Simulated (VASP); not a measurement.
Here is a VASP 6.6.1 calculation.

INCAR

```
SYSTEM = Ti
  PREC = Accurate
  ENCUT = 520
  EDIFF = 1E-8
  ISMEAR = -1
  SIGMA = 0.05
  LREAL = .FALSE.
  LASPH = .TRUE.
  NELM = 100
  ALGO = Fast
  ISIF = 2
  LWAVE = .FALSE.
  LCHARG = .FALSE.
  GGA = PE
  LEFG = .TRUE.
  NBANDS = 12
```

File KPOINTS:

```
regular mesh
0
G
  14 14 14
  0 0 0
```

Contents of POSCAR:

```
Ti
1.0
   -1.6410000000      1.6410000000      1.6410000000
    1.6410000000     -1.6410000000      1.6410000000
    1.6410000000      1.6410000000     -1.6410000000
Ti
1
Direct
    0.0000000000      0.0000000000      0.0000000000
```

Potentials or basis: VASP PAW PBE potentials, release 64 (Ti_sv).

The run is started by

```console
$ cat potpaw_PBE.64/Ti_sv/POTCAR > POTCAR
$ mpirun -np 1 vasp_std > vasp.out
```

Task: Predict the pressure.

Result: -2.6 GPa.

Task: What does it give for the band gap on the k mesh?

Result: None (metal or under the smearing width).

Electric field gradients, principal values (V/Å²):
| atom | Vxx | Vyy | Vzz |
| --- | --- | --- | --- |
| 1 Ti | -0.001 | -0.001 | 0.001 |
